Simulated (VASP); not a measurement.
Set up this calculation in VASP 6.6.1, as the native input.

```
Task                   : relaxation of cell and atoms
Functional             : LDA
Potentials or basis    : VASP PAW LDA potentials, release 64 (Al, N)
Cutoff                 : 520 eV
k mesh                 : 12 × 12 × 6
Occupations            : gaussian, width 0.02 eV
Spin                   : no spin polarisation
Further INCAR settings : ALGO = Normal; EDIFF = 1e-07; IBRION = 2; EDIFFG = -0.002; NSW = 80; ISIF = 3
```

The structure of AlN lies in POSCAR:

```
AlN                                     
1.0
    3.0918179688     -0.0000000000      0.0000000000
   -1.5459089844      2.6775929030     -0.0000000000
    0.0000000000     -0.0000000000      4.9484331586
  Al              N             
     2     2
Direct
     0.3333333300000021    0.6666666699999979    0.9990168640840371
     0.6666666699999979    0.3333333300000021    0.4990168640840371
     0.3333333300000021    0.6666666699999979    0.3809831359159655
     0.6666666699999979    0.3333333300000021    0.8809831359159654
```

These files were run (other wordings do the same):

INCAR

```
PREC     = Accurate       # precision mode
ENCUT    = 520            # plane-wave cutoff, eV
EDIFF    = 1E-7           # SCF threshold, eV
ISMEAR   = 0              # smearing method
SIGMA    = 0.02           # smearing width, eV
LREAL    = False          # projectors in reciprocal space
LASPH    = True           # aspherical terms in the spheres
NELM     = 100            # most SCF steps
ALGO     = Normal         # electronic algorithm
ISIF     = 3              # what is computed and relaxed
LWAVE    = False          # write WAVECAR
LCHARG   = False          # write CHGCAR
IBRION   = 2              # ionic algorithm
NSW      = 80             # ionic steps
EDIFFG   = -0.002         # ionic threshold
KPAR     = 4
```

KPOINTS

```
Automatic mesh
0
Gamma
  12 12 6
```

Potentials or basis: VASP PAW LDA potentials, release 64 (Al, N).

Command:

```console
$ cat potpaw_LDA.64/Al/POTCAR potpaw_LDA.64/N/POTCAR > POTCAR
$ mpirun -np 4 vasp_std > vasp.out
```

It gave:

| Item | Value |
| --- | --- |
| Pressure after relaxing | 0.0 GPa |
| Band gap on the k mesh | 4.40 eV, direct |

Caveat: the relaxation stopped at its first step, so nothing moved.

Run time: 14 s on 4 MPI ranks on Intel(R) Xeon(R) Platinum 8375C CPU @ 2.90GHz (Ice Lake), on a shared host, peak memory 0.15 GiB a rank.
